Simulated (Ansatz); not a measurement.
# Pb (Fm-3m) in Ansatz: further runs

The runs below take Pb through single point, equation of state, with RPBE+D3(BJ).

Program: Ansatz 0.2.0. These are calculated values, not measurements. Logs are shortened: lines on timing, memory, paths and dates and some standing lists are left out, and cuts for length are marked.

## (1) The structure

It takes space group Fm-3m (No. 225, cubic). Conventional cell: a = 4.950 Å, b = 4.950 Å, c = 4.950 Å, α = 90.00°, β = 90.00°, γ = 90.00°. Around Pb (site symmetry m-3m) lie 12 Pb at 3.50 Å.

## (2) Single point, RPBE+D3(BJ), 28.50 Å³/atom (volume scaled by 0.94)

File input.yaml:

```yaml
crystal:
  lattice:
    - [0.0, 2.4244952108, 2.4244952108]
    - [2.4244952108, 0.0, 2.4244952108]
    - [2.4244952108, 2.4244952108, 0.0]
  atoms:
    - { symbol: Pb, position: [0.0, 0.0, 0.0] }
hamiltonian:
  xc: rpbe
  pseudopotentials: { kind: paw }
  dispersion: d3bj
kpoints:
  mp_grid: { grid: [9, 9, 9] }
scf:
  occupations: { method: fermi_dirac, width: 0.05 }
output:
  forces: true
  stress: true
  eigenvalues: true
  write_density: true
  write_potential: true
  elf: true
  volumetric_format: npy
```

Potentials or basis: Ansatz PAW.

Started as:

```console
$ ansatz run input.yaml --threads 2 --pin off --max-ram 5120MiB --backend cpu --events-out ev --progress --plain --runs-dir out
```

What it wrote:

```text
Warning: RAYON_NUM_THREADS=2 ignored (pool sized by the plan → 2); use --threads N
Engine: ansatz 0.2.0, aarch64-unknown-linux-gnu
Pseudopotentials: kind: paw
Pseudopotential: Pb, paw, valence charge 14, recommended cutoff 420 eV (normal), Pb.paw.azcp
Functional definition: RPBE
  parameter kappa = 0.804
  parameter beta = 0.06672455060314922
  exchange = rpbe_x(kappa = kappa, mu = beta*pi^2/3)
  correlation = pbe_c(beta = beta)
Crystal: 1 atoms, lattice volume = 28.503 Å³
Basis set: ecut = 420 eV, 537 PW (Γ), exchange–correlation on 48×48×48 points (8 copies of the dense FFT grid, shifted against one another)
Bands: 11, of which v1, the nominal top of the filled ones, is band 7 counted from 1 (6 counted from 0)
Symmetry: 48 space group operations
Space group: Fm-3m (ITA 225), of the structure as read, at distance tolerance 3.1e-5 Å
k-points: 35 of 729
Non-local potential: Pb, projectors of the file, l = 0: 2, l = 1: 2, l = 2: 2, l = 3: 2
PAW form: soft (Blöchl's): semilocal exchange-correlation on the pseudo side does not see the compensation charge
PAW frozen core: Pb, regenerated for the run's functional, and the local potential with it (the file was generated under x = pbe(κ = 0.804, μ = 0.2195149727645171), c = pbe(β = 0.06672455060314922))
PAW one-centre angular grid: Pb, 590 points (default); XC on 64 Gauss nodes
Initial density: superposition of atomic densities (neutral atoms: chi_scale 0, normalization atom), corrected by the library's trained network
Initial wavefunctions: pseudopotential atomic-orbital guess
Functional: x = rpbe, c = pbe(β = 0.06672455060314922)
SCF iter   1: F=—  HF=-11924.285912 eV  |F-HF|=—  |Δ(HF+E_count)|=         —  Δρ=1.99e-3  dr2=9.86e-4  ethr=1.77e-3  ⟨swp⟩=5.9  Hψ=2589  notcnv=0
preconditioner: auto → none  [insulator: Δε(μ)=0.317 eV  Ē_g=20.326 eV  σ=0.050 eV  W_gap=0.52  n_scr=8 (ndim 8)  ℏωp=26.0 eV  f_vac=0.000  D(μ)=0.41/eV (n_scr^D=0)  ε∞_Penn≈2.6]
SCF iter   2: F=—  HF=-11924.285124 eV  |F-HF|=—  |Δ(HF+E_count)|=   7.88e-4  Δρ=3.03e-4  dr2=1.59e-5  ethr=7.05e-6  ⟨swp⟩=2.0  Hψ=941  notcnv=0
SCF iter   3: F=—  HF=-11924.285136 eV  |F-HF|=—  |Δ(HF+E_count)|=   1.23e-5  Δρ=1.57e-4  dr2=3.62e-6  ethr=1.13e-7  ⟨swp⟩=2.4  Hψ=605  notcnv=0
iter 4 did not close the SCF: its close was put off for the readings that it lacked (scf_convergence_deferred on its scf_iter line)
SCF iter   4: F=-11924.285143 eV  HF=-11924.285143 eV  |F-HF|=2.31e-8  |Δ(HF+E_count)|=   7.02e-6  Δρ=9.38e-6  dr2=3.02e-8  ethr=2.58e-8  ⟨swp⟩=2.5  Hψ=524  notcnv=0
iter 5 did not close the SCF: its close was put off for the readings that it lacked (scf_convergence_deferred on its scf_iter line)
SCF iter   5: F=-11924.285143 eV  HF=-11924.285143 eV  |F-HF|=3.04e-10  |Δ(HF+E_count)|=   1.04e-8  Δρ=1.27e-6  dr2=2.41e-10  ethr=2.16e-10  ⟨swp⟩=2.0  Hψ=617  notcnv=0
SCF iter   6: F=-11924.285143 eV  HF=-11924.285143 eV  |F-HF|=7.28e-12  |Δ(HF+E_count)|=  3.89e-10  Δρ=2.18e-7  dr2=6.89e-12  ethr=1.72e-12  ⟨swp⟩=5.7  Hψ=2183  notcnv=0
SCF 1 converged in 6 iterations: F = -11924.285143 eV  dr2 = 6.89e-12
SCF converged after 6 iterations
Free energy (F): -11924.285143 eV
Harris-Foulkes:  -11924.285143 eV  (|F-HF|=7.28e-12)
Internal energy: -11924.281747 eV  (E = F + TS)
E sigma→0 (E₀):  -11924.283445 eV
Entropy (-TS):   -0.003396 eV (-3.396 meV/atom)
Fermi energy:    11.861990 eV
--- Per-component energies (eV) ---
  E_band       = -23.150028
  E_kinetic    = 289.975747
  E_local      = -973.722452  (includes V_loc(G=0)·N_el)
  E_nonlocal   = 349.418923
  E_hartree    = 389.470042
  E_xc         = -221.626628
  E_vxc        = -132.924544  (∫ρ·V_xc dr)
  E_paw        = -10420.878694  (= ΣΔE_a)
  E_vpaw       = -334.837906  (= ΣTr[D̂ρ^β])
  E_aug_tail   = 0.000047  (compensation charges beyond the density's cutoff)
  E_ewald      = -1334.297968
  E_disp       = -2.698840  (pairwise vdW)
  E_core_change = 0.078076  (= ΣΔE_core)
  E_smearing   = -0.003396  (= −TS)
  E_closure    = 0.000000  (closes the sum)
  Σ components = -11924.285143   (vs F -11924.285143, Δ=0.00e0)
--- Forces (eV/Å), atoms counted from 1 ---
  atom   1  Pb    -0.00000000     0.00000000     0.00000000
  max |Σ_I F_I| component: 3.12e-31 eV/Å
--- Stress (GPa, compression-positive) ---
      -15.299107       0.000000      -0.000000
        0.000000     -15.299107      -0.000000
        0.000000      -0.000000     -15.299107
  P = ⅓ Tr σ = -15.2991 GPa (-152.991 kbar)
--- Band table (eV; the first three rows and the last of 35) ---
  k-point 0: bands = ["-5.1554", "-5.1554", "-5.1554", "-4.9877", "-4.9877", "-0.1402", "19.9817", "19.9817", "19.9817", "21.7884", "24.1435"]
  k-point 1: bands = ["-5.1570", "-5.1359", "-5.1359", "-4.9881", "-4.9881", "0.1139", "17.4558", "19.6788", "19.6788", "21.5044", "24.9410"]
  k-point 2: bands = ["-5.1659", "-5.1129", "-5.1129", "-4.9617", "-4.9617", "0.8786", "13.7815", "19.0344", "19.0344", "21.2610", "24.1636"]
  k-point 34: bands = ["-5.1520", "-5.1342", "-5.0375", "-4.9269", "-4.8009", "5.3272", "10.0937", "11.0762", "12.7998", "22.7580", "23.7137"]
```

Wall time 0.61 s (2 threads of Arm Neoverse V2, shared host); peak memory 0.27 GiB.

What came out:

- Free energy: -11924.2851 eV
- Pressure: -15.3 GPa
- Band gap on the k mesh: none (metal or under the smearing width)

Caveat: pairwise dispersion overbinds metals, which lowers pressure and volume; the PAW data sets come from PBE, with cores solved anew for the run's functional, which leaves a small shift of forces and pressure.

## (3) Single point, RPBE+D3(BJ), 29.11 Å³/atom (volume scaled by 0.96)

File input.yaml:

```yaml
crystal:
  lattice:
    - [0.0, 2.4415696833, 2.4415696833]
    - [2.4415696833, 0.0, 2.4415696833]
    - [2.4415696833, 2.4415696833, 0.0]
  atoms:
    - { symbol: Pb, position: [0.0, 0.0, 0.0] }
hamiltonian:
  xc: rpbe
  pseudopotentials: { kind: paw }
  dispersion: d3bj
kpoints:
  mp_grid: { grid: [9, 9, 9] }
scf:
  occupations: { method: fermi_dirac, width: 0.05 }
output:
  forces: true
  stress: true
  eigenvalues: true
```

Potentials or basis: Ansatz PAW.

Started as:

```console
$ ansatz run input.yaml --threads 2 --pin off --max-ram 5120MiB --backend cpu --events-out ev --progress --plain --runs-dir out
```

Wall time 3.7 s (2 threads of Arm Neoverse V2, shared host); peak memory 0.33 GiB.

The run converged. Its results:

| Item | Value |
| --- | --- |
| Free energy | -11924.2260 eV |
| Pressure | -15.9 GPa |
| Band gap on the k mesh | none (metal or under the smearing width) |

Caveat: pairwise dispersion overbinds metals, which lowers pressure and volume; the PAW data sets come from PBE, with cores solved anew for the run's functional, which leaves a small shift of forces and pressure.

## (4) Single point, RPBE+D3(BJ), 29.72 Å³/atom (volume scaled by 0.98)

input.yaml: that of step 3 with these lines changed.

```diff
@@ -2,5 +2,5 @@
   lattice:
-    - [0.0, 2.4415696833, 2.4415696833]
-    - [2.4415696833, 0.0, 2.4415696833]
-    - [2.4415696833, 2.4415696833, 0.0]
+    - [0.0, 2.458408627, 2.458408627]
+    - [2.458408627, 0.0, 2.458408627]
+    - [2.458408627, 2.458408627, 0.0]
   atoms:
```

Started as:

```console
$ ansatz run input.yaml --threads 2 --pin off --max-ram 5120MiB --backend cpu --events-out ev --progress --plain --runs-dir out
```

Run time: 0.48 s. Hardware: 2 threads of Arm Neoverse V2, shared host; peak memory 0.33 GiB.

Results (log left out):

```yaml
Free_energy: -11924.1649 eV
Pressure: -16.4 GPa
Band_gap_on_the_k_mesh: none (metal or under the smearing width)
```

Caveat: pairwise dispersion overbinds metals, which lowers pressure and volume; the PAW data sets come from PBE, with cores solved anew for the run's functional, which leaves a small shift of forces and pressure.

## (5) Single point, RPBE+D3(BJ), 30.32 Å³/atom

input.yaml: that of step 4 with these lines changed.

```diff
@@ -2,5 +2,5 @@
   lattice:
-    - [0.0, 2.458408627, 2.458408627]
-    - [2.458408627, 0.0, 2.458408627]
-    - [2.458408627, 2.458408627, 0.0]
+    - [0.0, 2.47502, 2.47502]
+    - [2.47502, 0.0, 2.47502]
+    - [2.47502, 2.47502, 0.0]
   atoms:
```

Started as:

```console
$ ansatz run input.yaml --threads 2 --pin off --max-ram 5120MiB --backend cpu --events-out ev --progress --plain --runs-dir out
```

It took 0.48 s on 2 threads of Arm Neoverse V2, shared host; peak memory 0.33 GiB.

The run converged. Its results:

```yaml
Free_energy: -11924.1020 eV
Pressure: -16.8 GPa
Band_gap_on_the_k_mesh: none (metal or under the smearing width)
```

Caveat: pairwise dispersion overbinds metals, which lowers pressure and volume; the PAW data sets come from PBE, with cores solved anew for the run's functional, which leaves a small shift of forces and pressure.

## (6) Single point, RPBE+D3(BJ), 30.93 Å³/atom (volume scaled by 1.02)

input.yaml: that of step 5 with these lines changed.

```diff
@@ -2,5 +2,5 @@
   lattice:
-    - [0.0, 2.47502, 2.47502]
-    - [2.47502, 0.0, 2.47502]
-    - [2.47502, 2.47502, 0.0]
+    - [0.0, 2.4914113386, 2.4914113386]
+    - [2.4914113386, 0.0, 2.4914113386]
+    - [2.4914113386, 2.4914113386, 0.0]
   atoms:
```

Potentials or basis: Ansatz PAW.

Started as:

```console
$ ansatz run input.yaml --threads 2 --pin off --max-ram 5120MiB --backend cpu --events-out ev --progress --plain --runs-dir out
```

It took 0.47 s on 2 threads of Arm Neoverse V2, shared host; peak memory 0.33 GiB.

It converged, with:

* Free energy: -11924.0380 eV
* Pressure: -17.1 GPa
* Band gap on the k mesh: none (metal or under the smearing width)

Caveat: pairwise dispersion overbinds metals, which lowers pressure and volume; the PAW data sets come from PBE, with cores solved anew for the run's functional, which leaves a small shift of forces and pressure.

## (7) Single point, RPBE+D3(BJ), 31.54 Å³/atom (volume scaled by 1.04)

input.yaml: that of step 6 with these lines changed.

```diff
@@ -2,5 +2,5 @@
   lattice:
-    - [0.0, 2.4914113386, 2.4914113386]
-    - [2.4914113386, 0.0, 2.4914113386]
-    - [2.4914113386, 2.4914113386, 0.0]
+    - [0.0, 2.5075897876, 2.5075897876]
+    - [2.5075897876, 0.0, 2.5075897876]
+    - [2.5075897876, 2.5075897876, 0.0]
   atoms:
```

Started as:

```console
$ ansatz run input.yaml --threads 2 --pin off --max-ram 5120MiB --backend cpu --events-out ev --progress --plain --runs-dir out
```

Wall time 0.47 s (2 threads of Arm Neoverse V2, shared host); peak memory 0.33 GiB.

The run converged. Its results:

```yaml
Free_energy: -11923.9731 eV
Pressure: -17.2 GPa
Band_gap_on_the_k_mesh: none (metal or under the smearing width)
```

Caveat: pairwise dispersion overbinds metals, which lowers pressure and volume; the PAW data sets come from PBE, with cores solved anew for the run's functional, which leaves a small shift of forces and pressure.

## (8) Single point, RPBE+D3(BJ), 32.14 Å³/atom (volume scaled by 1.06)

input.yaml: that of step 7 with these lines changed.

```diff
@@ -2,5 +2,5 @@
   lattice:
-    - [0.0, 2.5075897876, 2.5075897876]
-    - [2.5075897876, 0.0, 2.5075897876]
-    - [2.5075897876, 2.5075897876, 0.0]
+    - [0.0, 2.5235621278, 2.5235621278]
+    - [2.5235621278, 0.0, 2.5235621278]
+    - [2.5235621278, 2.5235621278, 0.0]
   atoms:
```

Started as:

```console
$ ansatz run input.yaml --threads 2 --pin off --max-ram 5120MiB --backend cpu --events-out ev --progress --plain --runs-dir out
```

Run time: 0.48 s. Hardware: 2 threads of Arm Neoverse V2, shared host; peak memory 0.33 GiB.

The run converged. Its results:

```yaml
Free_energy: -11923.9076 eV
Pressure: -17.3 GPa
Band_gap_on_the_k_mesh: none (metal or under the smearing width)
```

Caveat: pairwise dispersion overbinds metals, which lowers pressure and volume; the PAW data sets come from PBE, with cores solved anew for the run's functional, which leaves a small shift of forces and pressure.

## (9) Equation of state, RPBE+D3(BJ)

Potentials or basis: Ansatz PAW.

This step only gathers the single runs of the series.

What came out:

```yaml
Equilibrium_volume: outside the volumes run
```

Energy against volume, from the lowest point:
| volume (Å³/atom) | energy (meV/atom) |
| --- | --- |
| 28.503 | 0.00 |
| 29.110 | 59.11 |
| 29.716 | 120.28 |
| 30.323 | 183.11 |
| 30.929 | 247.17 |
| 31.535 | 312.08 |
| 32.142 | 377.54 |

Caveat: the potentials were made for another functional, which shifts forces and pressure. The run has no spin-orbit coupling, so splittings on Pb are missing.
